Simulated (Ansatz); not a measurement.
PtSe2 (Sudovikovite), 3 atoms in the cell. Symmetry: P-3m1, No. 164, trigonal system. Conventional cell: a = 3.724 Å, b = 3.724 Å, c = 5.062 Å, α = 90.00°, β = 90.00°, γ = 120.00°. Pt (site symmetry -3m) is surrounded by 6 Se at 2.49 Å. Around Se (site symmetry 3m) lie 3 Pt at 2.49 Å. 

* Program: Ansatz 0.2.0
* Task: band structure
* Functional: PBE
* Potentials or basis: Ansatz PAW
* Cutoff: 420 eV (not typed: the program's choice for these potentials)
* k mesh: 8 × 8 × 5
* Occupations: fermi-dirac, width 0.05 eV
* Spin: no spin polarisation
* Path: [["G", "M", "K", "G", "A", "L", "H", "A"], ["L", "M"], ["K", "H"]]
* Points for each segment of the path: 14

Potentials or basis: Ansatz PAW.

Run with:

```bash
$ ansatz run input.yaml --threads 2 --pin off --max-ram 5632MiB --backend cpu --events-out ev --progress --plain --runs-dir out
```

Hardware: 2 threads of Intel(R) Xeon(R) Platinum 8259CL CPU @ 2.50GHz (Skylake/Cascade Lake), with other jobs on the host.

**Question.** Estimate the wall time of this run.

**Answer.** It took 4.7 s on 2 threads of Intel(R) Xeon(R) Platinum 8259CL CPU @ 2.50GHz (Skylake/Cascade Lake), on a shared host, peak memory 0.45 GiB. Counts: scf iterations 6, plane waves 1205, k points 40, bands 32.
